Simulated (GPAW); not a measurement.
Input of a GPAW 26.7.0 run:

run.py

```python
from ase.dft.bandgap import bandgap
from ase.io import read, write
from gpaw import GPAW

atoms = read('POSCAR')

calc = GPAW(mode='fd',
            h=0.16,
            xc='PBE',
            kpts={'size': (7, 7, 7), 'gamma': True},
            occupations={'name': 'fermi-dirac', 'width': 0.05},
            nbands=19,
            convergence={'density': 1e-05, 'energy': 1e-05},
            maxiter=150,
            txt='gpaw.txt')
atoms.calc = calc
energy = atoms.get_potential_energy()
forces = atoms.get_forces()
calc.write('gs.gpw')
write('result.traj', atoms)
print(f'Energy: {energy:.6f} eV')
print('Forces (eV/A):')
print(forces.round(4))
print('Fermi level:', round(calc.get_fermi_level(), 4), 'eV')
print(f'Gap: {bandgap(calc)[0]:.4f} eV, direct: {bandgap(calc, direct=True)[0]:.4f} eV')

path = atoms.cell.bandpath('GMKGALHA,LM,KH', npoints=60, eps=1e-4)
bs_calc = calc.fixed_density(kpts=path, symmetry='off', nbands=28,
                             convergence={'bands': 'CBM+6.0', 'eigenstates': 1e-6}, txt='bands.txt')
bs = bs_calc.band_structure()
bs.write('bs.json')
print(f'Gap on the path: {bandgap(bs_calc)[0]:.4f} eV')
```

POSCAR

```
WC
1.0
    2.9065000000      0.0000000000      0.0000000000
   -1.4532500000      2.5171028361      0.0000000000
    0.0000000000      0.0000000000      2.8366000000
W C
1 1
Direct
    0.0000000000      0.0000000000      0.0000000000
    0.6666666667      0.3333333333      0.5000000000
```

Potentials or basis: GPAW PAW data sets (gpaw-data 1.2.1), fd.

Launch:

```sh
$ OMP_NUM_THREADS=1 python run.py
```

(1) What does it give for the band gap along the path?

Results:

(1) none (metal or under the smearing width).

Caveat: the real-space grid adds noise to forces; spin-orbit coupling is left out, which moves the levels of the heavy elements.
